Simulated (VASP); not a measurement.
Output of a VASP run:

### OSZICAR
```
       N       E                     dE             d eps       ncg     rms          rms(c)
DAV:   1     0.241657112126E+03    0.24166E+03   -0.15055E+04   928   0.170E+03
DAV:   2    -0.759438268456E+01   -0.24925E+03   -0.24429E+03  1160   0.409E+02
DAV:   3    -0.182351775908E+02   -0.10641E+02   -0.10634E+02   968   0.957E+01
DAV:   4    -0.186507452978E+02   -0.41557E+00   -0.41542E+00  1696   0.144E+01
DAV:   5    -0.186527493511E+02   -0.20041E-02   -0.20040E-02   968   0.105E+00    0.802E+00
DAV:   6    -0.173167327443E+02    0.13360E+01   -0.73750E+00   984   0.191E+01    0.315E+00
DAV:   7    -0.173210614661E+02   -0.43287E-02   -0.19311E-01  1232   0.394E+00    0.168E+00
DAV:   8    -0.173396272785E+02   -0.18566E-01   -0.35134E-02  1192   0.235E+00    0.199E-01
DAV:   9    -0.173440996067E+02   -0.44723E-02   -0.84645E-03  1208   0.727E-01    0.138E-01
DAV:  10    -0.173450081091E+02   -0.90850E-03   -0.14843E-03  1112   0.297E-01    0.313E-02
DAV:  11    -0.173450206002E+02   -0.12491E-04   -0.97750E-05  1288   0.864E-02    0.168E-02
DAV:  12    -0.173450276649E+02   -0.70647E-05   -0.23388E-05  1152   0.476E-02    0.329E-03
DAV:  13    -0.173450280937E+02   -0.42884E-06   -0.47187E-06  1392   0.176E-02    0.408E-03
DAV:  14    -0.173450276155E+02    0.47821E-06   -0.10965E-06  1144   0.102E-02    0.668E-04
DAV:  15    -0.173450276132E+02    0.23174E-08   -0.46176E-08   856   0.222E-03
   1 F= -.17345028E+02 E0= -.17345028E+02  d E =-.119945E-12
```

OUTCAR:
```
------------------------ aborting loop because EDIFF is reached ----------------------------------------
  FORCE on cell =-STRESS in cart. coord.  units (eV):
  Direction    XX          YY          ZZ          XY          YZ          ZX
  --------------------------------------------------------------------------------------
  Total       -0.0390248     -0.0390248     -0.0390248      0.0000000     -0.0000000     -0.0000000
  in kB       -1.4895312     -1.4895312     -1.4895312      0.0000000     -0.0000000     -0.0000000
  external PRESSURE =      -1.4895312 kB  Pullay stress =       0.0000000 kB
  volume of cell :       41.98
      direct lattice vectors                 reciprocal lattice vectors
     0.000000000  2.758400236  2.758400236    -0.181264486  0.181264486  0.181264486
     2.758400236  0.000000000  2.758400236     0.181264486 -0.181264486  0.181264486
     2.758400236  2.758400236  0.000000000     0.181264486  0.181264486 -0.181264486
 POSITION                                       TOTAL-FORCE (eV/Angst)
 -----------------------------------------------------------------------------------
      0.00000      0.00000      0.00000        -0.000000      0.000000     -0.000000
      1.37920      1.37920      1.37920        -0.000000     -0.000000     -0.000000
      4.13760      4.13760      4.13760         0.000000      0.000000      0.000000
 -----------------------------------------------------------------------------------
    total drift:                                0.000000     -0.000000      0.000000
  FREE ENERGIE OF THE ION-ELECTRON SYSTEM (eV)
  ---------------------------------------------------
  free  energy   TOTEN  =       -17.3450276132 eV

  energy  without entropy=      -17.3450276132  energy(sigma->0) =      -17.34502761
```
(Selected blocks of OUTCAR.)

POSCAR:
```
CaF2
1
    0.0000000000     2.7584002356     2.7584002356
    2.7584002356     0.0000000000     2.7584002356
    2.7584002356     2.7584002356    -0.0000000000
Ca F
1 2
Direct
  0.0000000000   0.0000000000   1.0000000000
  0.2500000000   0.2500000000   0.2500000000
  0.7500000000   0.7500000000   0.7500000000
```

**Question.** Write an INCAR and KPOINTS that could have produced this output.

**Answer.** Several could match; the one computed here: the input of the run itself, PBE GGA, plane waves, VASP's PBE PAW potentials (set 64).

File KPOINTS:
```
Automatic mesh
0
Gamma
8 8 8
0 0 0
```

### INCAR
```
! general
SYSTEM=CaF2
PREC  =Accurate
ENCUT =600
LREAL =F   ! projection in real space or not
LASPH =T

! electronic loop
EDIFF =1E-7   ! SCF stop (eV)
NELM  =100
ALGO  =Normal   ! blocked Davidson

! smearing
ISMEAR=0   ! Gaussian
SIGMA =0.05   ! width (eV)

! functional
GGA   =PE

! ions
ISIF  =2

! output
LWAVE =F
LCHARG=F
```

POTCAR, in this order: Ca_sv F (PBE.64 set). Program: vasp_std.

The compound is CaF2 in the fluorite structure. It was relaxed first.
